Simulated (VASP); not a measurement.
# Na in VASP: a series of runs

The runs below take Na through single point, with PBE.

All numbers are computed with VASP 6.6.1; they aren't measurements. Logs are shortened: lines on timing, memory, paths and dates and some standing lists are left out, and cuts for length are marked.

### Step 1. The slab as given

The cell holds a slab with vacuum, 3 atoms: a = 3.767 Å, b = 3.767 Å, c = 21.154 Å, α = 90.00°, β = 90.00°, γ = 120.00°.

The slab is cut from a database's or a generator's crystal, which needn't be the stable form of the element.

### Step 2. Single point, PBE

File INCAR:

```
ALGO = Fast ; DIPOL = 0.5 0.5 0.500
EDIFF = 1E-7 ; ENCUT = 600
GGA = PE ; IDIPOL = 3
ISIF = 2 ; ISMEAR = -1
LASPH = True ; LCHARG = False
LDIPOL = True ; LREAL = False
LWAVE = False ; NBANDS = 20
NELM = 80 ; PREC = Accurate
SIGMA = 0.05
```

File KPOINTS:

```
k-points
0
Gamma
  8 8 1
```

File POSCAR:

```
Na
1.0
    3.7670009976      0.0000000000      0.0000000000
   -1.8835004988      3.2623185600      0.0000000000
    0.0000000000      0.0000000000     21.1540000000
Na
3
Direct
    0.3333333333      0.6666666666      0.3545428761
    0.6666666667      0.3333333334      0.5000000000
    0.3333333333      0.6666666666      0.6454571239
```

Potentials or basis: VASP PAW PBE potentials, release 64 (Na_sv_GW).

Started as:

```sh
$ cat potpaw_PBE.64/Na_sv_GW/POTCAR > POTCAR
$ mpirun -np 1 vasp_std > vasp.out
```

OUTCAR:

```text
EDIFF = 1E-7
   ENCUT = 600
   GGA = PE
   ISIF = 2
   ISMEAR = -1
   LASPH = True
   LREAL = False
   NELM = 80
   PREC = Accurate

 ion  position               nearest neighbor table
   1  0.333  0.667  0.355-
   2  0.667  0.333  0.500-
   3  0.333  0.667  0.645-

  LATTYP: Found a hexagonal cell.
 ALAT       =     3.7670009976
 C/A-ratio  =     5.6156077510

  Lattice vectors:

 A1 = (   3.7670009976,   0.0000000000,   0.0000000000)
 A2 = (  -1.8835004988,   3.2623185600,   0.0000000000)
 A3 = (   0.0000000000,   0.0000000000,  21.1540000000)

Analysis of symmetry for initial positions (statically):
=====================================================================
 Subroutine PRICEL returns:
 Original cell was already a primitive cell.

 Routine SETGRP: Setting up the symmetry group for a
 hexagonal supercell.

 Subroutine GETGRP returns: Found 12 space group operations
 (whereof 12 operations were pure point group operations)
 out of a pool of 24 trial point group operations.

The static configuration has the point symmetry D_3h.

Analysis of symmetry for dynamics (positions and initial velocities):
=====================================================================
 Subroutine PRICEL returns:
 Original cell was already a primitive cell.

 Routine SETGRP: Setting up the symmetry group for a
 hexagonal supercell.

 Subroutine GETGRP returns: Found 12 space group operations
 (whereof 12 operations were pure point group operations)
 out of a pool of 24 trial point group operations.

The dynamic configuration has the point symmetry D_3h.

 Subroutine INISYM returns: Found 12 space group operations
 (whereof 12 operations are pure point group operations),
 and found     1 'primitive' translations

----------------------------------------------------------------------------------------

                                     Primitive cell

  volume of cell :     259.9648

  direct lattice vectors                    reciprocal lattice vectors
     3.767000998  0.000000000  0.000000000     0.265463163  0.153265229  0.000000000
    -1.883500499  3.262318560  0.000000000     0.000000000  0.306530457  0.000000000
     0.000000000  0.000000000 21.154000000     0.000000000  0.000000000  0.047272383

  length of vectors
     3.767000998  3.767000998 21.154000000     0.306530457  0.306530457  0.047272383
[... 71 lines left out ...]
   NSW    =      0    number of steps for IOM
   IBRION =     -1    ionic relax: 0-MD 1-quasi-New 2-CG
   NFREE  =      0    steps in history (QN), initial steepest desc. (CG)
   ISIF   =      2    stress and relaxation
   ISYM   =      2    0-nonsym 1-usesym 2-fastsym
   POTIM  = 0.5000    time-step for ionic-motion
   TEBEG  =    0.0;   TEEND  =   0.0 temperature during run
   PSTRESS=    0.0 pullay stress
   NELECT =      27.0000    total number of electrons
   NUPDOWN=      -1.0000    fix difference up-down
   EMIN   =  10.00;   EMAX   =-10.00  energy-range for DOS
   EFERMI =   0.00;   METHOD = LEGACY
   ISMEAR =    -1;   SIGMA  =   0.05  broadening in eV -4-tet -1-fermi 0-gaus
   EFERMI_NEDOS =   21; number of points for ismear=-14 and -15
   IALGO  =     68    algorithm
   IMIX   =      4    mixing-type and parameters
     AMIX     =   0.40;   BMIX     =  1.00
     AMIX_MAG =   1.60;   BMIX_MAG =  1.00
  volume/ion in A,a.u.               =      86.65       584.78
  Fermi-wavevector in a.u.,A,eV,Ry     =   0.769528  1.454197  8.057012  0.592174
  Thomas-Fermi vector in A             =   1.870536
   LORBIT       =      0    0 simple, 1 ext, 2 COOP (PROOUT), +10 PAW based schemes
   GGA     = PE    functional components
   LHFCALC =     F    Hartree Fock is set to
   AEXX    =    0.0000 exact exchange contribution
   IVDW    =     0    specifies the selected vdW correction
   LEPSILON=     F    determine dielectric tensor
   LRPA    =     F    only Hartree local field effects (RPA)
 non-spin polarized calculation
 RMM-DIIS sequential band-by-band and
  energy-cutoff  :      600.00
  volume of cell :      259.96
 maximum number of plane-waves:      8729
   NGX = 15   NGY = 15   NGZ = 85

 dipolmoment           0.000000      0.000000      0.000000 electrons x Angstroem

 number of electron      27.0000014 magnetization

 dipolmoment           0.000000      0.000000     -0.000000 electrons x Angstroem

 Free energy of the ion-electron system (eV)
  ---------------------------------------------------
  ext. energy  EPLUGINS =         0.00000000
  ---------------------------------------------------
  free energy    TOTEN  =        -9.87620560 eV

  energy without entropy =       -9.85044336  energy(sigma->0) =       -9.86332448

 E-fermi :  -1.5195     XC(G=0):  -3.5456

 val. band max:       -1.5241038475   @ k =   0.3750   0.1250   0.0000
 cond. band min:      -1.3378093104   @ k =   0.2500   0.0000   0.0000
 fundamental gap:      0.1862945372
 Fermi energy:        -1.5195079015

 k-point     1 :       0.0000    0.0000    0.0000
  band No.  band energies     occupation
      1     -54.6148      2.00000
      2     -54.6148      2.00000
      3     -54.4562      2.00000
      4     -26.5566      2.00000
      5     -26.5557      2.00000
      6     -26.5285      2.00000
[... 219 lines left out ...]
     19       2.3582      0.00000
     20       2.4537      0.00000

------------------------ aborting loop because EDIFF is reached ----------------------------------------

 vacuum level on the upper side and lower side of the slab       (xc-potential included)        -0.247        -0.247

  FORCE on cell =-STRESS in cart. coord.  units (eV):
  Direction    XX          YY          ZZ          XY          YZ          ZX
  --------------------------------------------------------------------------------------
  -------------------------------------------------------------------------------------
  Total       -0.4698934     -0.4698934     -0.5651142      0.0000000     -0.0000000     -0.0000000
  in kB       -2.8959783     -2.8959783     -3.4828291      0.0000000     -0.0000000     -0.0000000
  external PRESSURE =      -3.0915952 kB  Pullay stress =       0.0000000 kB

 VOLUME and BASIS-vectors are now :
 -----------------------------------------------------------------------------
  energy-cutoff  :      600.00
  volume of cell :      259.96
      direct lattice vectors                 reciprocal lattice vectors
     3.767000998  0.000000000  0.000000000     0.265463163  0.153265229  0.000000000
    -1.883500499  3.262318560  0.000000000     0.000000000  0.306530457  0.000000000
     0.000000000  0.000000000 21.154000000     0.000000000  0.000000000  0.047272383

 POSITION                                       TOTAL-FORCE (eV/Angst)
 -----------------------------------------------------------------------------------
     -0.00000      2.17488      7.50000         0.000000     -0.000000      0.037661
      1.88350      1.08744     10.57700        -0.000000      0.000000      0.000000
     -0.00000      2.17488     13.65400         0.000000     -0.000000     -0.037661
 -----------------------------------------------------------------------------------
    total drift:                                0.000000      0.000000     -0.000000

  FREE ENERGIE OF THE ION-ELECTRON SYSTEM (eV)
  ---------------------------------------------------
  free  energy   TOTEN  =        -9.8762056029 eV

  energy  without entropy=       -9.8504433593  energy(sigma->0) =       -9.86332448

 vacuum level on the upper side and lower side of the slab         1.183         1.183
```

stdout:

```text
POSCAR found type information on POSCAR Na
 POSCAR found :  1 types and       3 ions
 scaLAPACK will be used
 LDA part: xc-table for (Slater+PW92), standard interpolation
 POSCAR, INCAR and KPOINTS ok, starting setup
 FFT: planning ... GRIDC
 FFT: planning ... GRID_SOFT
 FFT: planning ... GRID
 WAVECAR not read
 entering main loop
```

It took 2.4 min on 1 thread of Intel Xeon Platinum 8259CL at 2.50GHz (Skylake/Cascade Lake), shared host; peak memory 0.39 GiB.

What came out:

- Free energy: -9.8762 eV
- Largest force: 0.038 eV/Å
- Band gap on the k mesh: none (metal or under the smearing width)

Forces in eV/Å, atoms in the order of the input:
```
Na   0.000  0.000  0.038
Na   0.000  0.000  0.000
Na   0.000  0.000 -0.038
```

[end of part 1 of 2]
